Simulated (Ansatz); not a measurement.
PbS under changes of volume

One of the cells (98.871 Å³/atom); the others are scaled copies at fixed shape and fractional positions:

```xyz
4
Lattice="2.9828 -2.9853 0.0000 2.9828 2.9853 0.0000 -2.0983 0.0000 22.2067" Properties=species:S:1:pos:R:3 pbc="T T T"
Pb    1.4917   -0.0312    1.4279
Pb    2.3756   -0.0312   20.7787
S     4.4716   -0.0900    1.2353
S    -0.6043   -0.0900   20.9714
```

| Quantity | Value |
| --- | --- |
| Program | Ansatz 0.2.0 |
| Functional | PBE |
| Potentials or basis | Ansatz PAW |
| Cutoff | 420 eV (not typed: the program's choice for these potentials) |
| k mesh | 6 × 6 × 2 |
| Occupations | fermi-dirac, width 0.05 eV |
| Spin | no spin polarisation |

| volume (Å³/atom) | energy over the lowest point (meV/atom) | gap on the mesh (eV) | largest force (eV/Å) |
| --- | --- | --- | --- |
| 92.939 | 28.52 | 1.98 | 0.615 |
| 94.916 | 15.20 | 2.02 | 0.433 |
| 96.894 | 6.29 | 2.05 | 0.265 |
| 98.871 | ? | ? | ? |
| 100.849 | 0.00 | 2.11 | 0.076 |
| 102.826 | 1.87 | 2.11 | 0.173 |
| 104.804 | 6.64 | 2.10 | 0.298 |

Q: What does the run at 98.871 Å³/atom give?

A: Energy over the lowest point 1.36 meV/atom; gap on the mesh 2.09 eV; largest force 0.163 eV/Å.

Worked out: A Birch-Murnaghan fit of order 3 (a polynomial in V^(-2/3)) to the other rows has its minimum at 100.66 Å³/atom with B0 = V·E''(V) = 13.4 GPa and B' = 4.3 at fixed shape and positions, which overstates the stiffness. It gives 1.36 meV/atom at 98.871 Å³/atom, against the run's 1.36. A parabola through the other rows of the gap, of slope 1.04 eV per unit of ln V there, gives 2.08 eV, against the run's 2.09.

Energies are extrapolated to zero smearing.

Caveats: spin-orbit coupling is left out, which as a rule narrows the gap of such compounds by several tenths of an eV.

A mesh can miss the band edges.
